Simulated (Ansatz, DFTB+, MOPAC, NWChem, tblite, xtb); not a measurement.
How methods differ on C2H4O2 (acetic acid)

The runs start from one conformer, not always the lowest.

C2H4O2, singlet, SMILES `CC(=O)O`. Each level relaxes the structure for itself.

Each level gives the highest harmonic wavenumber at each level's own minimum (cm⁻¹). The values are calculated.

```
                             level                 kind  program  value (cm⁻¹)
                             DFTB2       semi-empirical    DFTB+          3662
                          GFN2-xTB       semi-empirical      xtb          3454
                             MNDOD       semi-empirical    MOPAC          3973
                          GFN1-xTB       semi-empirical   tblite          3556
   HF/6-31G* (spherical functions)         Hartree–Fock   NWChem          4039
   HF/6-31G* (Cartesian functions)         Hartree–Fock   Ansatz          4055
B3LYP/6-31G* (spherical functions)        global hybrid   NWChem          3681
B3LYP/6-31G* (Cartesian functions)        global hybrid   Ansatz          3686
  MP2/6-31G* (Cartesian functions)  perturbation theory   Ansatz          3695
```

Harmonic and unscaled. The values span 3454 to 4055 cm⁻¹.
